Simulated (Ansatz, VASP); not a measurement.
# W in VASP and in Ansatz

The input INCAR:

```
SYSTEM = W
ALGO = Fast ; EDIFF = 1E-6
ENCUT = 520 ; ISIF = 2
ISMEAR = 0 ; LASPH = .True.
LCHARG = .True. ; LELF = .True.
LREAL = .False. ; LVHAR = .True.
LWAVE = .False. ; NBANDS = 13
NELM = 60 ; PREC = Accurate
SIGMA = 0.15
```

The input KPOINTS:

```
k-points
0
Gamma
  22 22 22
  0 0 0
```

The input POSCAR:

```
W
1.0
    0.0000000000      2.1430043997      1.8215537398
    2.1430043997      0.0000000000      1.8215537398
    2.1430043997      2.1430043997      0.0000000000
W
1
Direct
    0.0000000000      0.0000000000      0.0000000000
```

Input for Ansatz:

```yaml
crystal:
  lattice:
    - [0.0, 2.1430043997, 1.8215537398]
    - [2.1430043997, 0.0, 1.8215537398]
    - [2.1430043997, 2.1430043997, 0.0]
  atoms:
    - { symbol: W, position: [0.0, 0.0, 0.0] }
basis:
  ecutwfc: 420
kpoints:
  mp_grid: { grid: [22, 22, 22] }
hamiltonian:
  xc: lda
scf:
  occupations: { method: gaussian, width: 0.15 }
output:
  forces: true
  stress: true
  eigenvalues: true
```

Alike in both runs: task single point; functional LDA; k mesh 22 × 22 × 22; occupations gaussian, width 0.15 eV; no spin polarisation.

|  | VASP | Ansatz |
| --- | --- | --- |
| version | VASP 6.6.1 | Ansatz 0.2.0 |
| potentials or method | VASP PAW LDA potentials, release 64 (W_sv) | scalar-relativistic, plane waves, PAW |
| plane-wave cutoff (eV) | 520 | 420 |
| valence electrons in the cell | 14 | 14 |

```csv
,VASP,Ansatz,Ansatz less VASP
gap on the k mesh at the Fermi level (eV),none,none,-
pressure (GPa),-18.3,-19.7,-1.39
largest component of the traceless stress (GPa),18.57,18.50,-0.069
```

A gap of «none» marks a metal or a gap that the smearing closes.

Caveats: so large a pressure means that the cell lies far from this level's equilibrium, or that cutoff or potentials fall short (VASP). Spin-orbit coupling is left out, which matters for the levels of W.
